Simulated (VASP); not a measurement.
# InPd (Pm-3m) in VASP: further runs

The runs below take InPd through single point, with r2SCAN.

Everything below comes from runs of VASP 6.6.1. Logs are shortened: lines on timing, memory, paths and dates and some standing lists are left out, and cuts for length are marked.

**1. The structure**

It takes space group Pm-3m (No. 221, cubic). Conventional cell: a = 3.272 Å, b = 3.272 Å, c = 3.272 Å, α = 90.00°, β = 90.00°, γ = 90.00°. In (site symmetry m-3m) has 8 Pd at 2.83 Å as nearest neighbours. Pd (site symmetry m-3m) is surrounded by 8 In at 2.83 Å.

The cell comes from a database or a generator and needn't be the stable form of this composition.

**2. Single point, r2SCAN**

File INCAR:

```
  PREC = Accurate
  ENCUT = 400
  EDIFF = 1E-6
  ISMEAR = 1
  SIGMA = 0.15
  LREAL = F
  LASPH = T
  NELM = 100
  ALGO = Normal
  ISIF = 2
  LWAVE = F
  LCHARG = F
  METAGGA = R2SCAN
  LMIXTAU = T
  ADDGRID = F
```

File KPOINTS:

```
regular mesh
0
Gamma
  10 10 10
```

File POSCAR:

```
InPd
1.0
    3.2718847800      0.0000000000      0.0000000000
    0.0000000000      3.2718847800      0.0000000000
    0.0000000000      0.0000000000      3.2718847800
In Pd
1 1
Direct
    0.0076950000     -0.0345290000      0.0307480000
    0.5133770000      0.5169540000      0.5028010000
```

Potentials or basis: VASP PAW PBE potentials, release 64 (In_d, Pd).

Run with:

```console
> cat potpaw_PBE.64/In_d/POTCAR potpaw_PBE.64/Pd/POTCAR > POTCAR
> mpirun -np 1 vasp_std > vasp.out
```

OUTCAR:

```text
PREC = Accurate
   ENCUT = 400
   EDIFF = 1E-6
   ISMEAR = 1
   LREAL = F
   LASPH = T
   NELM = 100
   ISIF = 2
   METAGGA = R2SCAN

 Found    504 irreducible k-points:

 Following reciprocal coordinates:
            Coordinates               Weight
  0.000000  0.000000  0.000000      1.000000
  0.100000  0.000000  0.000000      2.000000
  0.000000  0.100000  0.000000      2.000000
  0.000000  0.000000  0.100000      2.000000
  0.200000  0.000000  0.000000      2.000000
  0.000000  0.200000  0.000000      2.000000
   k-points           NKPTS =    504   k-points in BZ     NKDIM =    504   number of bands    NBANDS=     15
   number of dos      NEDOS =    301   number of ions     NIONS =      2
   total plane-waves  NPLWV =  13824
   dimension x,y,z NGX =    24 NGY =   24 NGZ =   24
   dimension x,y,z NGXF=    48 NGYF=   48 NGZF=   48
   ions per type =               1   1
   NGX,Y,Z   is equivalent  to a cutoff of  12.19, 12.19, 12.19 a.u.
   NGXF,Y,Z  is equivalent  to a cutoff of  24.39, 24.39, 24.39 a.u.
 SYSTEM =  unknown system
   PREC   = accura    normal or accurate (medium, high low for compatibility)
   ISTART =      0    job   : 0-new  1-cont  2-samecut
   ICHARG =      2    charge: 1-file 2-atom 10-const
   ISPIN  =      1    spin polarized calculation?
   LNONCOLLINEAR =      F non collinear calculations
   LSORBIT =      F    spin-orbit coupling
   LASPH  =      T    aspherical Exc in radial PAW
   ENCUT  =  400.0 eV  29.40 Ry    5.42 a.u.   5.34  5.34  5.34*2*pi/ulx,y,z
   NELM   =    100;   NELMIN=  2; NELMDL= -5     # of ELM steps
   EDIFF  = 0.1E-05   stopping-criterion for ELM
   LREAL  =      F    real-space projection
   EDIFFG = 0.1E-04   stopping-criterion for IOM
   NSW    =      0    number of steps for IOM
   IBRION =     -1    ionic relax: 0-MD 1-quasi-New 2-CG
   NFREE  =      0    steps in history (QN), initial steepest desc. (CG)
   ISIF   =      2    stress and relaxation
   ISYM   =      2    0-nonsym 1-usesym 2-fastsym
   POTIM  = 0.5000    time-step for ionic-motion
   TEBEG  =    0.0;   TEEND  =   0.0 temperature during run
   PSTRESS=    0.0 pullay stress
   NELECT =      23.0000    total number of electrons
   NUPDOWN=      -1.0000    fix difference up-down
   EMIN   =  10.00;   EMAX   =-10.00  energy-range for DOS
   EFERMI =   0.00;   METHOD = LEGACY
   ISMEAR =     1;   SIGMA  =   0.15  broadening in eV -4-tet -1-fermi 0-gaus
   EFERMI_NEDOS =   21; number of points for ismear=-14 and -15
   IALGO  =     38    algorithm
   IMIX   =      4    mixing-type and parameters
     AMIX     =   0.40;   BMIX     =  1.00
     AMIX_MAG =   1.60;   BMIX_MAG =  1.00
  volume/ion in A,a.u.               =      17.51       118.18
  Fermi-wavevector in a.u.,A,eV,Ry     =   1.422938  2.688964 27.548447  2.024754
  Thomas-Fermi vector in A             =   2.543589
   LORBIT       =      0    0 simple, 1 ext, 2 COOP (PROOUT), +10 PAW based schemes
   METAGGA = R2SCAN    functional components
   LHFCALC =     F    Hartree Fock is set to
   AEXX    =    0.0000 exact exchange contribution
   IVDW    =     0    specifies the selected vdW correction
   LEPSILON=     F    determine dielectric tensor
   LRPA    =     F    only Hartree local field effects (RPA)
 non-spin polarized calculation
 Methfessel and Paxton  Order N= 1 SIGMA  =   0.15
  energy-cutoff  :      400.00
  volume of cell :       35.03
 maximum number of plane-waves:       656
 NGX is ok and might be reduce to    24
   NGX = 11   NGY = 11   NGZ = 11

 number of electron      23.0000015 magnetization

 Free energy of the ion-electron system (eV)
  ---------------------------------------------------
  ext. energy  EPLUGINS =         0.00000000
  ---------------------------------------------------
  free energy    TOTEN  =       -46.56332709 eV

  energy without entropy =      -46.56136753  energy(sigma->0) =      -46.56267390

 E-fermi :  10.5688     XC(G=0): -13.2319

 val. band max:       10.5458161858   @ k =  -0.3000   0.4000   0.5000
 cond. band min:      10.5726353766   @ k =   0.5000   0.4000   0.3000
 fundamental gap:      0.0268191908
 Fermi energy:        10.5688257145

 k-point     1 :       0.0000    0.0000    0.0000
  band No.  band energies     occupation
      1      -5.1534      2.00000
      2      -5.1520      2.00000
      3      -4.7421      2.00000
      4      -4.7249      2.00000
      5      -4.7183      2.00000
      6      -0.0418      2.00000
      7       6.3459      2.00000
      8       6.3652      2.00000
      9       7.9749      2.00000
     10       7.9812      2.00000
     11       7.9865      2.00000
     12      14.9400      0.00000
     13      14.9793      0.00000
     14      15.0782      0.00000
     15      20.4093      0.00000

 k-point     2 :       0.1000    0.0000    0.0000
  band No.  band energies     occupation
      1      -5.1470      2.00000
      2      -5.1177      2.00000
      3      -4.7525      2.00000
      4      -4.7297      2.00000
      5      -4.7225      2.00000
      6       0.1246      2.00000
      7       6.3535      2.00000
      8       6.3900      2.00000
      9       7.8556      2.00000
     10       7.8748      2.00000
     11       7.9802      2.00000
     12      13.8211      0.00000
     13      15.3054      0.00000
     14      15.3972      0.00000
     15      20.6630      0.00000
[... 41 lines left out ...]
      3      -4.7797      2.00000
      4      -4.7595      2.00000
      5      -4.7163      2.00000
      6       0.6213      2.00000
      7       6.3701      2.00000
      8       6.3972      2.00000
      9       7.5774      2.00000
     10       7.6109      2.00000
     11       7.9716      2.00000
     12      11.8649     -0.00000
     13      16.1947      0.00000
     14      16.2590      0.00000
     15      20.7547      0.00000

 k-point     6 :       0.0000    0.2000    0.0000
  band No.  band energies     occupation
      1      -5.1330      2.00000
      2      -5.0261      2.00000
      3      -4.7696      2.00000
      4      -4.7644      2.00000
      5      -4.7193      2.00000
      6       0.6179      2.00000
      7       6.3776      2.00000
      8       6.3865      2.00000
      9       7.5821      2.00000
     10       7.5927      2.00000
     11       7.9607      2.00000
     12      11.9359     -0.00000
     13      16.1589      0.00000
     14      16.1816      0.00000
     15      20.8704      0.00000

 [... further k-points ...]

------------------------ aborting loop because EDIFF is reached ----------------------------------------

  FORCE on cell =-STRESS in cart. coord.  units (eV):
  Direction    XX          YY          ZZ          XY          YZ          ZX
  --------------------------------------------------------------------------------------
  -------------------------------------------------------------------------------------
  Total        0.5369819      0.2635217      0.4528949      0.0736596     -0.3510542     -0.0430323
  in kB       24.5627075     12.0540483     20.7163873      3.3693464    -16.0579753     -1.9683912
  external PRESSURE =      19.1110477 kB  Pullay stress =       0.0000000 kB

 VOLUME and BASIS-vectors are now :
 -----------------------------------------------------------------------------
  energy-cutoff  :      400.00
  volume of cell :       35.03
      direct lattice vectors                 reciprocal lattice vectors
     3.271884780  0.000000000  0.000000000     0.305634234  0.000000000  0.000000000
     0.000000000  3.271884780  0.000000000     0.000000000  0.305634234  0.000000000
     0.000000000  0.000000000  3.271884780     0.000000000  0.000000000  0.305634234

 POSITION                                       TOTAL-FORCE (eV/Angst)
 -----------------------------------------------------------------------------------
      0.02518      3.15891      0.10060         0.088900      0.707438     -0.419164
      1.67971      1.69141      1.64511        -0.088900     -0.707438      0.419164
 -----------------------------------------------------------------------------------
    total drift:                                0.001070      0.001889     -0.000363

  FREE ENERGIE OF THE ION-ELECTRON SYSTEM (eV)
  ---------------------------------------------------
  free  energy   TOTEN  =       -46.5633270859 eV

  energy  without entropy=      -46.5613675348  energy(sigma->0) =      -46.56267390
```

OSZICAR:

```text
N       E                     dE             d eps       ncg     rms          rms(c)
DAV:   1     0.107132380881E+03    0.10713E+03   -0.99242E+03 15354   0.176E+03
DAV:   2    -0.447839037998E+02   -0.15192E+03   -0.14795E+03 15743   0.380E+02
DAV:   3    -0.518781408780E+02   -0.70942E+01   -0.70450E+01 18964   0.910E+01
DAV:   4    -0.520159877498E+02   -0.13785E+00   -0.13780E+00 19342   0.115E+01
DAV:   5    -0.520215901890E+02   -0.56024E-02   -0.56024E-02 22111   0.204E+00    0.881E+00
DAV:   6    -0.466467076248E+02    0.53749E+01   -0.48309E+00 16121   0.359E+01    0.395E+00
DAV:   7    -0.465248105930E+02    0.12190E+00   -0.53761E-01 16254   0.941E+00    0.254E+00
DAV:   8    -0.465501154590E+02   -0.25305E-01   -0.14845E-01 16948   0.336E+00    0.138E+00
DAV:   9    -0.465485666670E+02    0.15488E-02   -0.87121E-02 15785   0.340E+00    0.324E-01
DAV:  10    -0.465624029108E+02   -0.13836E-01   -0.27128E-02 16576   0.202E+00    0.207E-01
DAV:  11    -0.465608273686E+02    0.15755E-02   -0.55634E-03 16450   0.807E-01    0.224E-01
DAV:  12    -0.465630382037E+02   -0.22108E-02   -0.14295E-03 16142   0.387E-01    0.946E-02
DAV:  13    -0.465629735696E+02    0.64634E-04   -0.41119E-04 17787   0.211E-01    0.545E-02
DAV:  14    -0.465631816443E+02   -0.20807E-03   -0.22984E-04 16310   0.145E-01    0.604E-02
DAV:  15    -0.465633176774E+02   -0.13603E-03   -0.10995E-04 15750   0.117E-01    0.167E-02
DAV:  16    -0.465633226211E+02   -0.49437E-05   -0.39698E-06 19000   0.179E-02    0.252E-02
DAV:  17    -0.465633262849E+02   -0.36639E-05   -0.10754E-06  9681   0.126E-02    0.192E-02
DAV:  18    -0.465633270859E+02   -0.80097E-06   -0.79959E-07  8534   0.110E-02
   1 F= -.46563327E+02 E0= -.46562674E+02  d E =-.195955E-02
```

Wall time 3.3 min (1 thread of Intel Xeon 6975P-C (Granite Rapids), shared host); peak memory 0.32 GiB.

The run converged, but some of its settings lie outside the range that counts as converged, so its numbers aren't taken as properties of the crystal.

What came out:

| Property | Result |
| --- | --- |
| Free energy | -46.5633 eV |
| Pressure | 1.9 GPa |
| Largest force | 0.827 eV/Å |
| Band gap on the k mesh | none (metal or under the smearing width) |

Caveat: the PAW data sets were made with another functional, which shifts forces and pressure a little.

**3. Single point, r2SCAN**

INCAR, as its differences from that of step 2:

```diff
@@ -3,3 +3,3 @@
   EDIFF = 1E-6
-  ISMEAR = 1
+  ISMEAR = -1
   SIGMA = 0.15
```

KPOINTS is that of step 2.

File POSCAR:

```
InPd
1.0
    3.2718847800      0.0000000000      0.0000000000
    0.0000000000      3.2718847800      0.0000000000
    0.0000000000      0.0000000000      3.2718847800
In Pd
1 1
Direct
    0.0000000000      0.0000000000      0.0000000000
    0.5000000000      0.5000000000      0.5000000000
```

Potentials or basis: VASP PAW PBE potentials, release 64 (In_d, Pd).

Run with:

```console
> cat potpaw_PBE.64/In_d/POTCAR potpaw_PBE.64/Pd/POTCAR > POTCAR
> mpirun -np 1 vasp_std > vasp.out
```

Run time: 27 s. Hardware: 1 thread of Intel Xeon 6975P-C (Granite Rapids), shared host; peak memory 0.15 GiB.

These settings aren't checked as converged: the numbers below hold their error.

What came out:

| Quantity | Value |
| --- | --- |
| Free energy | -46.6672 eV |
| Pressure | 0.0 GPa |
| Band gap on the k mesh | none (metal or under the smearing width) |

Caveat: the PAW data sets were made with another functional, which shifts forces and pressure a little.

**4. Single point, r2SCAN**

INCAR is that of step 3.

KPOINTS is that of step 3.

File POSCAR:

```
InPd
1.0
    3.2718847800      0.0000000000      0.0000000000
    0.0000000000      3.2718847800      0.0000000000
    0.0000000000      0.0000000000      3.2718847800
In Pd
1 1
Direct
    0.0076950000     -0.0345290000      0.0307480000
    0.5133770000      0.5169540000      0.5028010000
```

Run with:

```console
> cat potpaw_PBE.64/In_d/POTCAR potpaw_PBE.64/Pd/POTCAR > POTCAR
> mpirun -np 1 vasp_std > vasp.out
```

Run time: 3.3 min. Hardware: 1 thread of Intel Xeon 6975P-C (Granite Rapids), shared host; peak memory 0.32 GiB.

These settings aren't checked as converged: the numbers below hold their error.

What came out:

```
Free energy            : -46.5898 eV
Pressure               : 1.9 GPa
Largest force          : 0.833 eV/Å
Band gap on the k mesh : none (metal or under the smearing width)
```

Caveat: the PAW data sets were made with another functional, which shifts forces and pressure a little.

**5. Single point, r2SCAN**

INCAR, as its differences from that of step 4:

```diff
@@ -1,5 +1,5 @@
   PREC = Accurate
-  ENCUT = 400
+  ENCUT = 500
   EDIFF = 1E-6
-  ISMEAR = -1
+  ISMEAR = 0
   SIGMA = 0.15
```

KPOINTS is that of step 4.

File POSCAR:

```
InPd
1.0
    3.2718847800      0.0000000000      0.0000000000
    0.0000000000      3.2718847800      0.0000000000
    0.0000000000      0.0000000000      3.2718847800
In Pd
1 1
Direct
    0.0000000000      0.0000000000      0.0000000000
    0.5000000000      0.5000000000      0.5000000000
```

Run with:

```console
> cat potpaw_PBE.64/In_d/POTCAR potpaw_PBE.64/Pd/POTCAR > POTCAR
> mpirun -np 1 vasp_std > vasp.out
```

Wall time 29 s (1 thread of Intel Xeon 6975P-C (Granite Rapids), shared host); peak memory 0.16 GiB.

The run converged, but some of its settings lie outside the range that counts as converged, so its numbers aren't taken as properties of the crystal.

What came out:

- Free energy: -46.6450 eV
- Pressure: 0.2 GPa
- Band gap on the k mesh: none (metal or under the smearing width)

Caveat: the PAW data sets were made with another functional, which shifts forces and pressure a little.
